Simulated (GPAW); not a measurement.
# NiO (Fm-3m) in GPAW: a series of runs, part 2 of 2

GPAW 26.7.0.

## (3) Band structure, MS2, collinear spin, ferromagnetic start

run.py

```python
from ase.dft.bandgap import bandgap
from ase.io import read, write
from ase.units import GPa
from gpaw import GPAW, PW

atoms = read('NiO.cif')
atoms.set_initial_magnetic_moments([1.0, 0.0])

calc = GPAW(mode=PW(800),
            xc='MGGA_X_MS2+GGA_C_REGTPSS',
            kpts={'size': (8, 8, 8), 'gamma': True},
            occupations={'name': 'fermi-dirac', 'width': 0.05},
            nbands=22,
            convergence={'density': 1e-05, 'energy': 1e-05},
            maxiter=150,
            txt='gpaw.txt')
atoms.calc = calc
energy = atoms.get_potential_energy()
forces = atoms.get_forces()
stress = atoms.get_stress()
calc.write('gs.gpw')
write('result.traj', atoms)
print(f'Energy: {energy:.6f} eV')
print('Forces (eV/A):')
print(forces.round(4))
print('Stress (GPa):', (stress / GPa).round(3))
print('Moments:', calc.get_magnetic_moments().round(3))
print('Fermi level:', round(calc.get_fermi_level(), 4), 'eV')
print(f'Gap: {bandgap(calc)[0]:.4f} eV, direct: {bandgap(calc, direct=True)[0]:.4f} eV')

path = atoms.cell.bandpath('GXWKGLUWLK,UX', npoints=60, eps=1e-4)
bs_calc = calc.fixed_density(kpts=path, symmetry='off', nbands=31,
                             convergence={'bands': 'CBM+6.0', 'eigenstates': 1e-6}, txt='bands.txt')
bs = bs_calc.band_structure()
bs.write('bs.json')
print(f'Gap on the path: {bandgap(bs_calc)[0]:.4f} eV')
```

NiO.cif

```cif
data_NiO
_cell_length_a 2.94991039
_cell_length_b 2.94991039
_cell_length_c 2.94991039
_cell_angle_alpha 60.00000000
_cell_angle_beta 60.00000000
_cell_angle_gamma 60.00000000
_space_group_name_H-M_alt 'P1'
_space_group_name_Hall 'P 1'
_space_group_IT_number 1
loop_
_space_group_symop_operation_xyz
'x,y,z'
loop_
_atom_site_label
_atom_site_type_symbol
_atom_site_symmetry_multiplicity
_atom_site_Wyckoff_symbol
_atom_site_fract_x
_atom_site_fract_y
_atom_site_fract_z
_atom_site_occupancy
Ni1 Ni 1 a 0.0000000000 0.0000000000 0.0000000000 1
O1 O 1 a 0.5000000000 0.5000000000 0.5000000000 1
```

Potentials or basis: GPAW PAW data sets (gpaw-data 1.2.1), pw.

Run with:

```
$ OMP_NUM_THREADS=1 python run.py
```

Wall time 2.7 min (1 thread of Arm Neoverse V1, shared host); peak memory 0.34 GiB.

Results (log left out):

| Quantity | Value |
| --- | --- |
| Free energy | -18.4733 eV |
| Pressure | 7.8 GPa |
| Band gap on the k mesh | 0.72 eV, indirect (least direct gap 1.74 eV) |
| Band gap along the path | 0.72 eV, indirect (least direct gap 1.63 eV) |
| Net moment | 2.00 μB per cell |
| Site moments | Ni +1.72; O +0.20 μB |

Levels at the corners of the path, in eV from the valence-band top:
Spin up:
```csv
point,band 8,band 9,band 10,band 11,band 12,band 13
Γ,-3.12,-3.12,-3.08,-3.08,-3.08,1.14
X,-4.01,-3.61,-3.05,-2.08,-2.08,5.88
W,-3.19,-2.29,-2.29,-2.08,-1.79,8.42
K,-3.21,-2.40,-2.21,-1.93,-1.64,7.62
Γ,-3.12,-3.12,-3.08,-3.08,-3.08,1.14
L,-2.44,-2.44,-1.79,0.00,0.00,5.27
U,-3.21,-2.40,-2.21,-1.93,-1.64,7.62
W,-3.19,-2.29,-2.29,-2.08,-1.79,8.42
L,-2.44,-2.44,-1.79,0.00,0.00,5.27
K,-3.21,-2.40,-2.21,-1.93,-1.64,7.62
U,-3.21,-2.40,-2.21,-1.93,-1.64,7.62
X,-4.01,-3.61,-3.05,-2.08,-2.08,5.88
```
Spin down:
| point | band 7 | band 8 | band 9 | band 10 | band 11 | band 12 | band 13 |
| --- | --- | --- | --- | --- | --- | --- | --- |
| Γ | -2.58 | -2.53 | -2.53 | -2.53 | 0.72 | 0.72 | 1.76 |
| X | -3.97 | -3.56 | -1.55 | -1.51 | 1.24 | 1.80 | 6.63 |
| W | -5.18 | -1.79 | -1.73 | -1.51 | 1.67 | 2.31 | 9.30 |
| K | -4.37 | -2.28 | -1.66 | -1.38 | 1.89 | 2.36 | 8.32 |
| Γ | -2.58 | -2.53 | -2.53 | -2.53 | 0.72 | 0.72 | 1.76 |
| L | -4.74 | -1.59 | -1.56 | -1.26 | 3.56 | 3.57 | 5.65 |
| U | -4.37 | -2.28 | -1.67 | -1.37 | 1.89 | 2.36 | 8.33 |
| W | -5.18 | -1.79 | -1.73 | -1.51 | 1.67 | 2.31 | 9.30 |
| L | -4.74 | -1.59 | -1.56 | -1.26 | 3.56 | 3.57 | 5.65 |
| K | -4.37 | -2.28 | -1.66 | -1.38 | 1.89 | 2.36 | 8.32 |
| U | -4.37 | -2.28 | -1.67 | -1.37 | 1.89 | 2.36 | 8.33 |
| X | -3.97 | -3.56 | -1.55 | -1.51 | 1.24 | 1.80 | 6.63 |

Caveat: the stock nickel data set gives pressures a few GPa off other programs; the PAW data sets were made with another functional, which shifts forces and pressure a little; a cell with one magnetic atom can't hold antiferromagnetic order, which such compounds often take.

## (4) Band structure, revTPSS, collinear spin, ferromagnetic start

Edit run.py of step 3 so:

```diff
@@ -5,3 +5,3 @@
 
-atoms = read('NiO.cif')
+atoms = read('NiO.xyz')
 atoms.set_initial_magnetic_moments([1.0, 0.0])
@@ -9,3 +9,3 @@
 calc = GPAW(mode=PW(800),
-            xc='MGGA_X_MS2+GGA_C_REGTPSS',
+            xc='MGGA_X_REVTPSS+MGGA_C_REVTPSS',
             kpts={'size': (8, 8, 8), 'gamma': True},
@@ -14,2 +14,3 @@
             convergence={'density': 1e-05, 'energy': 1e-05},
+            eigensolver='davidson',
             maxiter=150,
```

NiO.xyz

```xyz
2
Lattice="0.0000000000 2.0859016414 2.0859016414 2.0859016414 0.0000000000 2.0859016414 2.0859016414 2.0859016414 0.0000000000" Properties=species:S:1:pos:R:3 pbc="T T T"
Ni     0.0000000000      0.0000000000      0.0000000000
O      2.0859016414      2.0859016414      2.0859016414
```

Run with:

```
$ OMP_NUM_THREADS=1 python run.py
```

Wall time 3 min (1 thread of Arm Neoverse V1, shared host); peak memory 0.34 GiB.

It converged, with:

| Item | Value |
| --- | --- |
| Free energy | -10.7349 eV |
| Pressure | 7.1 GPa |
| Band gap along the path | none (metal or under the smearing width) |
| Net moment | 1.94 μB per cell |
| Site moments | Ni +1.62; O +0.22 μB |

Levels at the corners of the path, in eV from the Fermi level:
Spin up:
| point | band 8 | band 9 | band 10 | band 11 | band 12 | band 13 |
| --- | --- | --- | --- | --- | --- | --- |
| Γ | -3.23 | -3.23 | -3.07 | -3.07 | -3.07 | 0.99 |
| X | -4.02 | -3.29 | -2.73 | -2.01 | -2.01 | 5.90 |
| W | -2.86 | -2.26 | -2.26 | -2.01 | -1.62 | 8.36 |
| K | -3.05 | -2.26 | -2.14 | -1.88 | -1.52 | 7.58 |
| Γ | -3.23 | -3.23 | -3.07 | -3.07 | -3.07 | 0.99 |
| L | -2.35 | -2.35 | -1.75 | 0.04 | 0.04 | 4.93 |
| U | -3.05 | -2.26 | -2.14 | -1.88 | -1.52 | 7.58 |
| W | -2.86 | -2.26 | -2.26 | -2.01 | -1.62 | 8.36 |
| L | -2.35 | -2.35 | -1.75 | 0.04 | 0.04 | 4.93 |
| K | -3.05 | -2.26 | -2.14 | -1.88 | -1.52 | 7.58 |
| U | -3.05 | -2.26 | -2.14 | -1.88 | -1.52 | 7.58 |
| X | -4.02 | -3.29 | -2.73 | -2.01 | -2.01 | 5.90 |
Spin down:
```tsv
point	band 8	band 9	band 10	band 11	band 12	band 13
Γ	-2.20	-2.20	-2.20	-0.28	-0.28	1.49
X	-3.26	-1.05	-1.05	0.20	0.75	6.48
W	-1.37	-1.37	-1.04	0.61	1.34	9.06
K	-1.96	-1.19	-0.94	0.86	1.37	8.15
Γ	-2.20	-2.20	-2.20	-0.28	-0.28	1.49
L	-1.21	-1.21	-0.83	2.62	2.62	5.23
U	-1.96	-1.19	-0.94	0.86	1.37	8.15
W	-1.37	-1.37	-1.04	0.61	1.34	9.06
L	-1.21	-1.21	-0.83	2.62	2.62	5.23
K	-1.96	-1.19	-0.94	0.86	1.37	8.15
U	-1.96	-1.19	-0.94	0.86	1.37	8.15
X	-3.26	-1.05	-1.05	0.20	0.75	6.48
```

Caveat: the stock nickel data set gives pressures a few GPa off other programs; the PAW data sets were made with another functional, which shifts forces and pressure a little; a cell with one magnetic atom can't hold antiferromagnetic order, which such compounds often take; semilocal functionals often make such compounds metallic where correlation or magnetic order opens a gap, which also shifts bond lengths.

## (5) Equation of state, PBE, collinear spin, ferromagnetic start

run.py

```python
from ase.eos import EquationOfState
from ase.io import Trajectory, read
from ase.units import GPa
from gpaw import GPAW

atoms = read('NiO.xyz')
atoms.set_initial_magnetic_moments([1.0, 0.0])

traj = Trajectory('eos.traj', 'w')
volumes, energies = [], []
for x in [0.94, 0.96, 0.98, 1.0, 1.02, 1.04, 1.06]:
    a = atoms.copy()
    a.set_cell(atoms.cell * x**(1 / 3), scale_atoms=True)
    calc = GPAW(mode='lcao',
                h=0.18,
                basis='dz(dzp)',
                xc='PBE',
                kpts={'size': (8, 8, 8), 'gamma': True},
                occupations={'name': 'fermi-dirac', 'width': 0.05},
                convergence={'density': 1e-05, 'energy': 1e-05},
                maxiter=150,
                txt=f'eos-{x:.2f}.txt')
    a.calc = calc
    energies.append(a.get_potential_energy(force_consistent=True))
    volumes.append(a.get_volume())
    calc.write(f'eos-{x:.2f}.gpw')
    traj.write(a)
    print(f'{x:.2f} {volumes[-1]:10.4f} A^3 {energies[-1]:14.6f} eV', flush=True)

v0, e0, B = EquationOfState(volumes, energies, eos='birchmurnaghan').fit()
print(f'V0 = {v0:.4f} A^3, E0 = {e0:.6f} eV, B0 = {B / GPa:.2f} GPa')
```

NiO.xyz is that of step 4.

Potentials or basis: GPAW PAW data sets (gpaw-data 1.2.1), lcao:dz(dzp).

Run with:

```
$ OMP_NUM_THREADS=1 python run.py
```

Run time: 36 min. Hardware: 1 thread of Arm Neoverse V1, shared host; peak memory 0.28 GiB.

The run converged, but some of its settings lie outside the range that counts as converged, so its numbers aren't taken as properties of the crystal.

Results:

```
Equilibrium volume : 9.04 Å³/atom (rough: see the caveat)
Bulk modulus       : 667 GPa (rough)
```

Caveat: the energies scatter about the fit; the fit is doubtful: noisy points or a state that changes with volume; the real-space grid adds noise to forces; the stock nickel data set gives pressures a few GPa off other programs; the basis of atomic orbitals isn't converged, which shifts pressures, moduli and gaps.

## (6) Overview

| task | level | potentials or basis | data set | band path | band points | eigensolver | pressure (GPa) | moment (μB) |
| --- | --- | --- | --- | --- | --- | --- | --- | --- |
| equation of state | PBE | GPAW PAW data sets (gpaw-data 1.2.1), other valence, pw | Ni 10 | - | - | - | - | - |
| band structure | MS2 | GPAW PAW data sets (gpaw-data 1.2.1), pw | - | GXWKGLUWLK,UX | 60 | - | 7.8 | 2.00 |
| band structure | revTPSS | GPAW PAW data sets (gpaw-data 1.2.1), pw | - | GXWKGLUWLK,UX | 60 | davidson | 7.1 | 1.94 |

Alike in all rows: spin collinear, ferromagnetic start; cell as given; k mesh 8 × 8 × 8; cutoff (eV) 800; smearing fermi-dirac 0.05 eV.

Caveats: the stock nickel data set gives pressures a few GPa off other programs (some runs); the PAW data sets were made with another functional, which shifts forces and pressure a little (some runs); a cell with one magnetic atom can't hold antiferromagnetic order, which such compounds often take (some runs); the energies scatter about the fit (some runs); the fit is doubtful: noisy points or a state that changes with volume (some runs); semilocal functionals often make such compounds metallic where correlation or magnetic order opens a gap, which also shifts bond lengths (some runs).

Absolute energies hang on the potentials; compare differences alone.

## (7) How close it comes

Step 4. A measured gap of NiO is 4.3 eV (quoted in “Local correlations, non-local screening, multiplets, and band formation in NiO”, 2012, arxiv:1210.6675); the calculated 0.00 eV misses it by -4.30 eV. So large a miss can be the level of theory's own, or it may mean another phase, state or a wrong row. The value is that of revTPSS, without temperature or zero-point motion. The run's magnetic order (collinear spin, ferromagnetic start) needn't be the measured crystal's.
